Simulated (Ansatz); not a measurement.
The system is Ag.

```
Ag
1.0
     2.88620    0.00000    0.00000
    -1.44310    2.49952    0.00000
     0.00000    0.00000   10.00000
Ag
4
Direct
  0.00000 0.00000 0.50000
  0.00000 0.00000 0.00000
  0.66667 0.33333 0.75000
  0.33333 0.66667 0.25000
```

This isn't the form of Ag at room conditions, which is fcc.

* Program: Ansatz 0.2.0
* Task: relaxation of cell and atoms
* Functional: PBEsol
* Dispersion: D3(BJ)
* Potentials or basis: Ansatz PAW
* Cutoff: 420 eV (not typed: the program's choice for these potentials)
* k mesh: 11 × 11 × 3
* Occupations: fermi-dirac, width 0.05 eV
* Spin: no spin polarisation

At the start: volume 18.04 Å³/atom.

Q: Where does the relaxation end?

A: It ends after 6 steps and the volume is 15.93 Å³/atom (-11.7 %); space group P6_3/mmc (No. 194, to 0.05 Å).

The path:
```tsv
step	energy change (eV)	largest force (eV/Å)	volume (Å³)
1	0.0000	0.0000	72.14
2	-0.3717	0.0000	64.34
3	-0.3885	0.0000	63.32
4	-0.3897	0.0000	63.73
5	-0.3897	0.0000	63.70
6	-0.3871	0.0000	63.70
```

Final structure:
```xyz
4
Lattice="2.8127 0.0000 0.0000 -1.4064 2.4359 0.0000 0.0000 0.0000 9.2978" Properties=species:S:1:pos:R:3 pbc="T T T"
Ag    0.0000    0.0000    4.6489
Ag    0.0000    0.0000    0.0000
Ag    1.4064    0.8120    6.9734
Ag    0.0000    1.6239    2.3245
```

Caveat: the plane-wave basis is chosen anew once the cell has moved, so the energies of steps on either side of that aren't comparable; pairwise dispersion overbinds metals, which lowers pressure and volume; the PAW data sets come from PBE, with cores solved anew for the run's functional, which leaves a small shift of forces and pressure.
